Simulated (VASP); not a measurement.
# BN (Qingsongite) (F-43m) in VASP: a series of runs

Runs on BN (Qingsongite). Level: LDA. Tasks: single point.

Program: VASP 6.6.1. These are calculated values, not measurements. Logs are shortened: lines on timing, memory, paths and dates and some standing lists are left out, and cuts for length are marked.

**The experiment to reproduce.**

A printed reference work, monograph reports, for a bulk crystal of BN at 300 K: band gap 6.4 eV (indirect).

The results are compared with them further down.

## (1) The cell of the first run

It takes space group F-43m (No. 216, cubic). The conventional cell has a = 3.541 Å, b = 3.541 Å, c = 3.541 Å, α = 90.00°, β = 90.00°, γ = 90.00°. B (site symmetry -43m) has 4 N at 1.53 Å within 2.0 Å. Within 2.0 Å of N (site symmetry -43m) lie 4 B at 1.53 Å.

## (2) Single point, LDA

Contents of INCAR:

```
PREC = Accurate
ENCUT = 520
EDIFF = 1E-6
ISMEAR = 0
SIGMA = 0.01
LREAL = F
LASPH = T
NELM = 60
ALGO = Normal
ISIF = 2
LWAVE = F
LCHARG = F
GGA = CA
NBANDS = 11
```

Contents of KPOINTS:

```
Automatic mesh
0
Gamma
  10 10 10
```

Contents of POSCAR:

```
BN
1.0
    0.0000000000      1.7706018915      1.7706018915
    1.7706018915      0.0000000000      1.7706018915
    1.7706018915      1.7706018915      0.0000000000
B N
1 1
Direct
    0.0000000000      0.0000000000      0.0000000000
    0.2500000000      0.2500000000      0.2500000000
```

Potentials or basis: VASP PAW LDA potentials, release 64 (B, N).

On the command line:

```bash
cat potpaw_LDA.64/B/POTCAR potpaw_LDA.64/N/POTCAR > POTCAR
mpirun -np 1 vasp_std > vasp.out
```

OUTCAR:

```text
PREC = Accurate
   ENCUT = 520
   EDIFF = 1E-6
   ISMEAR = 0
   LREAL = F
   LASPH = T
   NELM = 60
   ISIF = 2
   GGA = CA

 ion  position               nearest neighbor table
   1  0.000  0.000  0.000-   2 1.53   2 1.53   2 1.53   2 1.53
   2  0.250  0.250  0.250-   1 1.53   1 1.53   1 1.53   1 1.53

  LATTYP: Found a face centered cubic cell.
 ALAT       =     3.5412037830

  Lattice vectors:

 A1 = (   0.0000000000,   1.7706018915,   1.7706018915)
 A2 = (   1.7706018915,   0.0000000000,   1.7706018915)
 A3 = (   1.7706018915,   1.7706018915,   0.0000000000)

Analysis of symmetry for initial positions (statically):
=====================================================================
 Subroutine PRICEL returns:
 Original cell was already a primitive cell.

 Routine SETGRP: Setting up the symmetry group for a
 face centered cubic supercell.

 Subroutine GETGRP returns: Found 24 space group operations
 (whereof 24 operations were pure point group operations)
 out of a pool of 48 trial point group operations.

The static configuration has the point symmetry T_d .

Analysis of symmetry for dynamics (positions and initial velocities):
=====================================================================
 Subroutine PRICEL returns:
 Original cell was already a primitive cell.

 Routine SETGRP: Setting up the symmetry group for a
 face centered cubic supercell.

 Subroutine GETGRP returns: Found 24 space group operations
 (whereof 24 operations were pure point group operations)
 out of a pool of 48 trial point group operations.

The dynamic configuration has the point symmetry T_d .

 Subroutine INISYM returns: Found 24 space group operations
 (whereof 24 operations are pure point group operations),
 and found     1 'primitive' translations

----------------------------------------------------------------------------------------

                                     Primitive cell

  volume of cell :      11.1018

  direct lattice vectors                    reciprocal lattice vectors
     0.000000000  1.770601891  1.770601891    -0.282389849  0.282389849  0.282389849
     1.770601891  0.000000000  1.770601891     0.282389849 -0.282389849  0.282389849
     1.770601891  1.770601891  0.000000000     0.282389849  0.282389849 -0.282389849

  length of vectors
     2.504009209  2.504009209  2.504009209     0.489113565  0.489113565  0.489113565

  position of ions in fractional coordinates (direct lattice)
     0.000000000  0.000000000  0.000000000
     0.250000000  0.250000000  0.250000000

  ion indices of the primitive-cell ions
   primitive index   ion index
                 1           1
                 2           2

----------------------------------------------------------------------------------------

 KPOINTS: Automatic mesh

Automatic generation of k-mesh.
 Grid dimensions read from file:
 generate k-points for:   10   10   10

 Generating k-lattice:

  Cartesian coordinates                     Fractional coordinates (reciprocal lattice)
    -0.028238985  0.028238985  0.028238985     0.100000000  0.000000000  0.000000000
     0.028238985 -0.028238985  0.028238985     0.000000000  0.100000000  0.000000000
     0.028238985  0.028238985 -0.028238985     0.000000000  0.000000000  0.100000000

  Length of vectors
     0.048911357  0.048911357  0.048911357

  Shift w.r.t. Gamma in fractional coordinates (k-lattice)
     0.000000000  0.000000000  0.000000000

 Subroutine IBZKPT returns following result:
 ===========================================

 Found     47 irreducible k-points:

 Following reciprocal coordinates:
            Coordinates               Weight
  0.000000  0.000000  0.000000      1.000000
  0.100000  0.000000  0.000000      8.000000
  0.200000  0.000000  0.000000      8.000000
  0.300000  0.000000  0.000000      8.000000
  0.400000  0.000000  0.000000      8.000000
  0.500000  0.000000  0.000000      4.000000
[... 16 lines left out ...]
  0.300000  0.300000  0.000000      6.000000
  0.400000  0.300000  0.000000     24.000000
 [... further k-points ...]
   k-points           NKPTS =     47   k-points in BZ     NKDIM =     47   number of bands    NBANDS=     11
   number of dos      NEDOS =    301   number of ions     NIONS =      2
   total plane-waves  NPLWV =   8000
   dimension x,y,z NGX =    20 NGY =   20 NGZ =   20
   dimension x,y,z NGXF=    40 NGYF=   40 NGZF=   40
   ions per type =               1   1
   NGX,Y,Z   is equivalent  to a cutoff of  13.28, 13.28, 13.28 a.u.
   NGXF,Y,Z  is equivalent  to a cutoff of  26.56, 26.56, 26.56 a.u.
 SYSTEM =  unknown system
   PREC   = accura    normal or accurate (medium, high low for compatibility)
   ISTART =      0    job   : 0-new  1-cont  2-samecut
   ICHARG =      2    charge: 1-file 2-atom 10-const
   ISPIN  =      1    spin polarized calculation?
   LNONCOLLINEAR =      F non collinear calculations
   LSORBIT =      F    spin-orbit coupling
   LASPH  =      T    aspherical Exc in radial PAW
   ENCUT  =  520.0 eV  38.22 Ry    6.18 a.u.   4.66  4.66  4.66*2*pi/ulx,y,z
   NELM   =     60;   NELMIN=  2; NELMDL= -5     # of ELM steps
   EDIFF  = 0.1E-05   stopping-criterion for ELM
   LREAL  =      F    real-space projection
   EDIFFG = 0.1E-04   stopping-criterion for IOM
   NSW    =      0    number of steps for IOM
   IBRION =     -1    ionic relax: 0-MD 1-quasi-New 2-CG
   NFREE  =      0    steps in history (QN), initial steepest desc. (CG)
   ISIF   =      2    stress and relaxation
   ISYM   =      2    0-nonsym 1-usesym 2-fastsym
   POTIM  = 0.5000    time-step for ionic-motion
   TEBEG  =    0.0;   TEEND  =   0.0 temperature during run
   PSTRESS=    0.0 pullay stress
   NELECT =       8.0000    total number of electrons
   NUPDOWN=      -1.0000    fix difference up-down
   EMIN   =  10.00;   EMAX   =-10.00  energy-range for DOS
   EFERMI =   0.00;   METHOD = LEGACY
   ISMEAR =     0;   SIGMA  =   0.01  broadening in eV -4-tet -1-fermi 0-gaus
   EFERMI_NEDOS =   21; number of points for ismear=-14 and -15
   IALGO  =     38    algorithm
   IMIX   =      4    mixing-type and parameters
     AMIX     =   0.40;   BMIX     =  1.00
     AMIX_MAG =   1.60;   BMIX_MAG =  1.00
  volume/ion in A,a.u.               =       5.55        37.46
  Fermi-wavevector in a.u.,A,eV,Ry     =   1.467711  2.773572 29.309341  2.154176
  Thomas-Fermi vector in A             =   2.583296
   LORBIT       =      0    0 simple, 1 ext, 2 COOP (PROOUT), +10 PAW based schemes
   GGA     = CA    functional components
   LHFCALC =     F    Hartree Fock is set to
   AEXX    =    0.0000 exact exchange contribution
   IVDW    =     0    specifies the selected vdW correction
   LEPSILON=     F    determine dielectric tensor
   LRPA    =     F    only Hartree local field effects (RPA)
 non-spin polarized calculation
 Gauss-broadening in eV      SIGMA  =   0.01
  energy-cutoff  :      520.00
  volume of cell :       11.10
 maximum number of plane-waves:       311
   NGX =  9   NGY =  9   NGZ =  9

 number of electron       7.9999999 magnetization

 Free energy of the ion-electron system (eV)
  ---------------------------------------------------
  ext. energy  EPLUGINS =         0.00000000
  ---------------------------------------------------
  free energy    TOTEN  =       -19.39461535 eV

  energy without entropy =      -19.39461535  energy(sigma->0) =      -19.39461535

 E-fermi :   8.3847     XC(G=0): -13.4049

 val. band max:        8.1829800552   @ k =   0.0000   0.0000   0.0000
 cond. band min:      12.5973403777   @ k =   0.5000   0.5000   0.0000
 fundamental gap:      4.4143603226
 Fermi energy:         8.3846579488

 k-point     1 :       0.0000    0.0000    0.0000
  band No.  band energies     occupation
      1     -12.6045      2.00000
      2       8.1830      2.00000
      3       8.1830      2.00000
      4       8.1830      2.00000
      5      17.1584      0.00000
      6      17.1584      0.00000
      7      17.1584      0.00000
      8      19.6453      0.00000
      9      33.8584      0.00000
     10      36.7433      0.00000
     11      36.7433      0.00000

 k-point     2 :       0.1000    0.0000    0.0000
  band No.  band energies     occupation
      1     -12.3486      2.00000
      2       6.8673      2.00000
      3       7.9088      2.00000
      4       7.9088      2.00000
      5      17.5699      0.00000
      6      17.5699      0.00000
      7      17.5703      0.00000
      8      20.3419      0.00000
      9      33.2835      0.00000
     10      33.8801      0.00000
     11      33.8801      0.00000

 k-point     3 :       0.2000    0.0000    0.0000
  band No.  band energies     occupation
      1     -11.5929      2.00000
      2       4.0409      2.00000
      3       7.2972      2.00000
      4       7.2972      2.00000
      5      18.1798      0.00000
      6      18.4108      0.00000
      7      18.4108      0.00000
      8      21.8264      0.00000
      9      32.3382      0.00000
     10      32.3382      0.00000
     11      32.3583      0.00000

 k-point     4 :       0.3000    0.0000    0.0000
  band No.  band energies     occupation
      1     -10.3882      2.00000
      2       0.9405      2.00000
      3       6.6829      2.00000
      4       6.6829      2.00000
      5      18.7123      0.00000
      6      18.9860      0.00000
      7      18.9860      0.00000
      8      23.0183      0.00000
      9      31.9396      0.00000
     10      32.6374      0.00000
     11      32.6374      0.00000
[... 239 lines left out ...]
 k-point    22 :      -0.2000    0.2000    0.0000
  band No.  band energies     occupation
      1      -9.9904      2.00000
      2       1.7891      2.00000
      3       3.6603      2.00000
      4       6.7994      2.00000
      5      19.0823      0.00000
      6      19.4331      0.00000
      7      20.1515      0.00000
      8      22.7214      0.00000
      9      29.8343      0.00000
     10      30.9577      0.00000
     11      36.0496      0.00000

 k-point    23 :       0.3000    0.3000    0.0000
  band No.  band energies     occupation
      1      -9.6679      2.00000
      2       2.8987      2.00000
      3       4.2578      2.00000
      4       4.2578      2.00000
      5      14.4151      0.00000
      6      19.2982      0.00000
      7      23.4469      0.00000
      8      23.4469      0.00000
      9      27.6761      0.00000
     10      36.6357      0.00000
     11      41.0173      0.00000

 k-point    24 :       0.4000    0.3000    0.0000
  band No.  band energies     occupation
      1      -8.5820      2.00000
      2       1.2212      2.00000
      3       3.3816      2.00000
      4       3.8247      2.00000
      5      14.3509      0.00000
      6      19.1117      0.00000
      7      24.3274      0.00000
      8      24.3346      0.00000
      9      28.6216      0.00000
     10      36.3069      0.00000
     11      40.8857      0.00000

 [... further k-points ...]

------------------------ aborting loop because EDIFF is reached ----------------------------------------

  FORCE on cell =-STRESS in cart. coord.  units (eV):
  Direction    XX          YY          ZZ          XY          YZ          ZX
  --------------------------------------------------------------------------------------
  -------------------------------------------------------------------------------------
  Total        1.0615719      1.0615719      1.0615719      0.0000000     -0.0000000      0.0000000
  in kB      153.2029906    153.2029906    153.2029906      0.0000000     -0.0000000      0.0000000
  external PRESSURE =     153.2029906 kB  Pullay stress =       0.0000000 kB

 VOLUME and BASIS-vectors are now :
 -----------------------------------------------------------------------------
  energy-cutoff  :      520.00
  volume of cell :       11.10
      direct lattice vectors                 reciprocal lattice vectors
     0.000000000  1.770601891  1.770601891    -0.282389849  0.282389849  0.282389849
     1.770601891  0.000000000  1.770601891     0.282389849 -0.282389849  0.282389849
     1.770601891  1.770601891  0.000000000     0.282389849  0.282389849 -0.282389849

 POSITION                                       TOTAL-FORCE (eV/Angst)
 -----------------------------------------------------------------------------------
      0.00000      0.00000      0.00000        -0.000000     -0.000000      0.000000
      0.88530      0.88530      0.88530         0.000000      0.000000     -0.000000
 -----------------------------------------------------------------------------------
    total drift:                               -0.000000     -0.000000     -0.000000

  FREE ENERGIE OF THE ION-ELECTRON SYSTEM (eV)
  ---------------------------------------------------
  free  energy   TOTEN  =       -19.3946153475 eV

  energy  without entropy=      -19.3946153475  energy(sigma->0) =      -19.39461535
```

Wall time 7 s (1 thread of Intel Xeon 8259CL, shared host); peak memory 0.11 GiB.

Results:

```yaml
Free_energy: -19.3946 eV
Pressure: 15.3 GPa
Band_gap_on_the_k_mesh: 4.41 eV, indirect (least direct gap 8.98 eV)
```

(Continued in part 2 of 2.)
